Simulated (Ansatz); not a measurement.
Ni2H:

```
CELL_PARAMETERS angstrom
2.64300 0.00000 0.00000
-1.32150 2.28891 0.00000
0.00000 0.00000 4.30800
ATOMIC_POSITIONS crystal
Ni 0.66667 0.33333 0.76700
Ni 0.33333 0.66667 0.23300
H 0.00000 0.00000 0.00000
```

Base run:

```yaml
Program: Ansatz 0.2.0
Functional: LDA
Potentials_or_basis: Ansatz PAW
Cutoff: "420 eV (not typed: the program's choice for these potentials)"
k_mesh: 11 × 11 × 6
Occupations: fermi-dirac, width 0.05 eV
Spin: collinear spin, ferromagnetic start
Starting_moments: "[1.0, 1.0, 0.0] μB"
Hubbard_terms: Ni d U = 1 eV
```

Its results: band gap on the k mesh none (metal or under the smearing width); pressure -23.3 GPa; net moment 0.21 μB per cell; site moments Ni +0.11; H -0.00 μB; largest force 0.880 eV/Å.

Problem. The run is repeated on the same cell with these changes: hubbard terms from Ni d U = 1 eV to Ni d U = 6 eV. What comes out?

Solution. Band gap on the k mesh none (metal or under the smearing width); pressure -1.9 GPa; net moment 1.71 μB per cell; site moments Ni +0.81; H -0.01 μB; largest force 1.136 eV/Å.

Caveats: the magnetic or orbital state may not be the lowest; the PAW data sets come from PBE, with cores solved anew for the run's functional, which leaves a small shift of forces and pressure; the U is typed as a test and isn't derived for this compound; forces of over 1 eV/Å show positions far from the minimum, so gaps and moduli don't describe the material at rest (some runs).
